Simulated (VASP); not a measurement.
Input of a VASP 6.6.1 run:

The input POSCAR:

```
In
1.0
   -1.8825252400      1.8825252400      1.8825252400
    1.8825252400     -1.8825252400      1.8825252400
    1.8825252400      1.8825252400     -1.8825252400
In
1
Direct
    0.0000000000      0.0000000000      0.0000000000
```

File INCAR.step1:

```
SYSTEM = In
ALGO = Normal ; EDIFF = 1E-5
ENCUT = 520 ; GGA = PE
ISIF = 2 ; ISMEAR = 0
LASPH = .True. ; LREAL = .False.
LWAVE = .True. ; NBANDS = 12
NELM = 100 ; PREC = Accurate
SIGMA = 0.05
```

The input INCAR.step2:

```
SYSTEM = In
ALGO = Normal ; EDIFF = 1E-6
ENCUT = 520 ; GGA = PE
HFSCREEN = 0.2079 ; ISIF = 2
ISMEAR = 0 ; ISTART = 1
LASPH = .True. ; LCHARG = .True.
LELF = .True. ; LHFCALC = .True.
LREAL = .False. ; LVHAR = .True.
LWAVE = .False. ; NBANDS = 12
NELM = 100 ; PREC = Accurate
PRECFOCK = Normal ; SIGMA = 0.05
```

The input KPOINTS:

```
k-points
0
Gamma
  5 5 5
  0 0 0
```

Potentials or basis: VASP PAW PBE potentials, release 64 (In_d).

Run with:

```sh
$ cat potpaw_PBE.64/In_d/POTCAR > POTCAR
$ cp INCAR.step1 INCAR
$ mpirun -np 1 vasp_std > vasp.out
$ cp INCAR.step2 INCAR
$ mpirun -np 1 vasp_std > vasp.out
```

Estimate the band gap on the k mesh.

none (metal or under the smearing width).

Predict the pressure.

-1.3 GPa.

Caveat: the k mesh is coarse (spacing up to 0.47 Å⁻¹), so the values aren't converged, least of all with exact exchange; the PAW data sets were made with another functional, which shifts forces and pressure a little.
